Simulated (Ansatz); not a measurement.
The system is CoO.

```
CELL_PARAMETERS angstrom
1.50547 0.86918 2.43993
-1.50547 0.86918 2.43993
0.00000 -1.73837 2.43993
ATOMIC_POSITIONS crystal
Co 0.00000 0.00000 0.00000
O 0.50000 0.50000 0.50000
```

The cell is a database's computed one.

Base run:

- Program: Ansatz 0.2.0
- Functional: RPBE
- Potentials or basis: Ansatz PAW
- Cutoff: 420 eV (not typed: the program's choice for these potentials)
- k mesh: 11 × 11 × 11
- Occupations: fermi-dirac, width 0.05 eV
- Spin: collinear spin, ferromagnetic start
- Starting moments: [2.0, 0.0] μB

Its results: band gap on the k mesh none (metal or under the smearing width); pressure 6.2 GPa; net moment 2.93 μB per cell; site moments Co +2.50; O +0.32 μB.

Question: The run is repeated on the same cell with these changes: functional from RPBE to BLYP. What comes out?

Answer: Band gap on the k mesh none (metal or under the smearing width); pressure 6.8 GPa; net moment 2.79 μB per cell; site moments Co +2.38; O +0.29 μB.

Caveats: a cell with one magnetic atom can't hold antiferromagnetic order, which such compounds often take; semilocal functionals often make such compounds metallic where correlation or magnetic order opens a gap, which also shifts bond lengths; the PAW data sets come from PBE, with cores solved anew for the run's functional, which leaves a small shift of forces and pressure.
